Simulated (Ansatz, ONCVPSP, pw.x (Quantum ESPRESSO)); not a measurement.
# What a changed setting does to a pw.x run (bcc Co)

Potential: optimised norm-conserving Vanderbilt (ONCV), ONCVPSP 4.0.1.1 (patched build), PBE; core [Ne], reference 3s2 3p6 3d7 4s2; waves: 3s+4s: rc 1.10 bohr, ncon 4, nbas 9, qcut 12.6 1/bohr, 2 projectors; 3p: rc 1.20 bohr, ncon 3, nbas 6, qcut 9.1 1/bohr, 2 projectors, debl 3.2 Ha; 3d: rc 1.50 bohr, ncon 3, nbas 8, qcut 10.9 1/bohr, 1 projector; local part: polynomial inside 1.00 bohr (lpopt 5, dvloc0 6 Ha); core correction: Teter function, fcfact 4.5, rcfact 1.15.

The reference run (k-mesh 17³, cutoffs 145/580 Ry, Fermi–Dirac 0.01 Ry, mixing_beta 0.4, conv_thr 1e-9, no spin) gives 1.08 GPa at 10.618 Å³/atom, where all-electron LAPW gives -0.22 GPa. This run, with its own iteration cap, changes degauss to 0.02.

```
&control
  calculation='scf', prefix='x', pseudo_dir='./', outdir='./tmp', tstress=.true., disk_io='none'
/
&system
  ibrav=0, nat=1, ntyp=1, ecutwfc=145, ecutrho=580, nbnd=17,
  occupations='smearing', smearing='fd', degauss=0.02
/
&electrons
  conv_thr=1e-09, mixing_beta=0.4, electron_maxstep=70
/
ATOMIC_SPECIES
Co 1.0 Co.UPF
CELL_PARAMETERS angstrom
  -1.38461036 1.38461036 1.38461036
  1.38461036 -1.38461036 1.38461036
  1.38461036 1.38461036 -1.38461036
ATOMIC_POSITIONS crystal
Co 0.0000 0.0000 0.0000
K_POINTS automatic
17 17 17 0 0 0
```

```bash
pw.x < Co.scf.in > Co.scf.out
```

**Question.** How does the run end?

**Answer.** It converges in 6 iterations; the free energy moves by -249.4 meV/atom and the pressure by +3.53 GPa. In a metal, with Fermi–Dirac smearing, F lies below its zero-width value by a term in the square of the width.

```
Message from routine setup:
     using ibrav=0 with symmetry is DISCOURAGED, use correct ibrav instead
     lattice parameter (alat)  =       4.5320  a.u.
     unit-cell volume          =      71.6538 (a.u.)^3
     number of electrons       =        17.00
     number of Kohn-Sham states=           17
     kinetic-energy cutoff     =     145.0000  Ry
     charge density cutoff     =     580.0000  Ry
     scf convergence threshold =      1.0E-09
     Exchange-correlation= PBE
     number of k points=   165  Fermi-Dirac smearing, width (Ry)=  0.0200
     iteration #  1     ecut=   145.00 Ry     beta= 0.40
     total energy              =    -289.21003021 Ry
     estimated scf accuracy    <       0.00399216 Ry
     iteration #  2     ecut=   145.00 Ry     beta= 0.40
     total energy              =    -289.21112748 Ry
     estimated scf accuracy    <       0.00090276 Ry
     iteration #  3     ecut=   145.00 Ry     beta= 0.40
     total energy              =    -289.21130040 Ry
     estimated scf accuracy    <       0.00002772 Ry
     iteration #  4     ecut=   145.00 Ry     beta= 0.40
     total energy              =    -289.21130297 Ry
     estimated scf accuracy    <       0.00000084 Ry
     iteration #  5     ecut=   145.00 Ry     beta= 0.40
     total energy              =    -289.21130307 Ry
     estimated scf accuracy    <       0.00000007 Ry
     iteration #  6     ecut=   145.00 Ry     beta= 0.40
     the Fermi energy is    19.5006 ev
!    total energy              =    -289.21130307 Ry
     estimated scf accuracy    <          1.7E-10 Ry
     smearing contrib. (-TS)   =      -0.04374807 Ry
     The total energy is F=E-TS. E is the sum of the following terms:
     one-electron contribution =    -130.46616294 Ry
     hartree contribution      =      76.33873719 Ry
     xc contribution           =     -34.06083407 Ry
     ewald contribution        =    -200.97929519 Ry
     convergence has been achieved in   6 iterations
          total   stress  (Ry/bohr**3)                   (kbar)     P=       46.11
     Message from routine punch:
     Nothing written, as per user request (disk_io='none')
```

The run took about 97 s on one core of a shared host (Neoverse-N1, 64 threads, 124 GiB, load 57).
